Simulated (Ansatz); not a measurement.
# MgO: how the settings move a single-point run

Question: which choices in the input matter for MgO?

The COD cell was measured well above room temperature, so it is larger than a cold one.

Method: reference: DFT, PBE, all-electron LAPW, scalar-relativistic, in Ansatz 0.2.0.

## 1. The starting structure

Symmetry: I4/mmm, No. 139, tetragonal system. Conventional cell: a = 2.975 Å, b = 2.975 Å, c = 4.398 Å, α = 90.00°, β = 90.00°, γ = 90.00°. Mg (site symmetry 4/mmm) is surrounded by 6 O at 2.10 to 2.20 Å. Around O (site symmetry 4/mmm) lie 6 Mg at 2.10 to 2.20 Å.

Coordinates:

```
CELL_PARAMETERS angstrom
0.00000 2.10383 2.19920
2.10383 0.00000 2.19920
2.10383 2.10383 0.00000
ATOMIC_POSITIONS crystal
Mg 0.00000 0.00000 0.00000
O 0.50000 0.50000 0.50000
```

## 2. The reference run

The input, input.yaml:

```yaml
crystal:
  lattice:
    - [0.0, 2.1038258084, 2.1992045]
    - [2.1038258084, 0.0, 2.1992045]
    - [2.1038258084, 2.1038258084, 0.0]
  atoms:
    - { symbol: Mg, position: [0.0, 0.0, 0.0] }
    - { symbol: O, position: [0.5, 0.5, 0.5] }
kpoints:
  mp_grid: { grid: [11, 11, 11] }
scf:
  occupations: { method: fermi_dirac, width: 0.01 }
hamiltonian:
  xc: pbe
  pseudopotentials: { kind: all_electron, lapw: { basis_error: 0.001 } }
output:
  forces: true
  stress: true
  eigenvalues: true
```

Started as:

```bash
ansatz run input.yaml --threads 1 --pin off --max-ram 2048MiB --backend cpu --events-out ev --progress --plain --runs-dir out
```

## 3. Variant: starting moments, spin_polarized true

input.yaml, as its differences from that of step 2:

```diff
@@ -6,4 +6,4 @@
   atoms:
-    - { symbol: Mg, position: [0.0, 0.0, 0.0] }
-    - { symbol: O, position: [0.5, 0.5, 0.5] }
+    - { symbol: Mg, position: [0.0, 0.0, 0.0], spin: 1.0 }
+    - { symbol: O, position: [0.5, 0.5, 0.5], spin: 1.0 }
 kpoints:
@@ -19 +19,3 @@
   eigenvalues: true
+magnetization:
+  spin_polarized: true
```

Q: Predict the outcome of this session. Wanted: for each run, ending; energy change; pressure; gap; force.

As calculated:

| run | ending | energy change | pressure (GPa) | gap (eV) | force (eV/Å) | cycles | time |
| --- | --- | --- | --- | --- | --- | --- | --- |
| reference | converged | 0 | -1.1 | 4.28 | 0.00 | 7 | 11 s |
| 1: starting moments, spin_polarized true | converged | 0.0 meV/atom | -1.1 | 4.28 | 0.00 | 13 | 37 s |

Residual by cycle in the longest SCF loop of each run; runs are numbered as in the table. The quantity is the density residual dr2, in eV.

| cycle | reference | run 1 |
| --- | --- | --- |
| 1 | 2.4 | 2.42 |
| 2 | 0.0533 | 0.28 |
| 3 | 0.0569 | 0.0586 |
| 4 | 4.5e-5 | 7.7e-4 |
| 5 | 3.1e-6 | 3.0e-5 |
| 6 | 1.7e-7 | 3.2e-6 |
| 8 | - | 4.3e-6 |
| 9 | - | 3.7e-6 |
| 10 | - | 2.8e-8 |
| 11 | - | 1.4e-10 |
| 12 | - | 8.0e-14 |
| 13 | - | 9.5e-15 |

**Reading.** With the changed spin polarisation the energy stays within 0.5 meV/atom: no moment survives, so both runs end on the same non-magnetic state.

These are semilocal Kohn-Sham gaps, which aren't the measured quantity. Such gaps usually fall short of the measured ones.
